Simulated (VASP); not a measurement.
Crystal: CsSnI3.

```
Cs I Sn
1.0
     6.20570    0.00000    0.00000
     0.00000    6.20570    0.00000
     0.00000    0.00000    6.20570
Cs I Sn
1 3 1
Direct
  0.00000 0.00000 0.00000
  0.50000 0.50000 0.00000
  0.50000 0.00000 0.50000
  0.00000 0.50000 0.50000
  0.50000 0.50000 0.50000
```

```yaml
Program: VASP 6.6.1
Task: relaxation of cell and atoms
Functional: PBE
Potentials_or_basis: VASP PAW PBE potentials, release 64 (Cs_sv, I, Sn)
Cutoff: 600 eV
k_mesh: 4 × 4 × 4
Occupations: fermi-dirac, width 0.05 eV
Spin: no spin polarisation
```

At the start: pressure 0.8 GPa; volume 47.80 Å³/atom.

**Question.** How do energy, volume and symmetry change on relaxing?

**Answer.** Over 3 steps the energy falls by 4.9 meV/atom and the volume is 49.97 Å³/atom (+4.5 %); space group Pm-3m (No. 221, to 0.05 Å).

Step by step:
```
step  energy change (eV)  largest force (eV/Å)  pressure (GPa)  volume (Å³)
   1              0.0000                0.0000            0.76       238.99
   2             -0.0230                0.0000            0.18       246.92
   3             -0.0246                0.0000           -0.01       249.86
```

Final structure:
```
CELL_PARAMETERS angstrom
6.29842 0.00000 0.00000
0.00000 6.29842 0.00000
0.00000 0.00000 6.29842
ATOMIC_POSITIONS crystal
Cs 0.00000 0.00000 0.00000
I 0.50000 0.50000 0.00000
I 0.50000 0.00000 0.50000
I 0.00000 0.50000 0.50000
Sn 0.50000 0.50000 0.50000
```
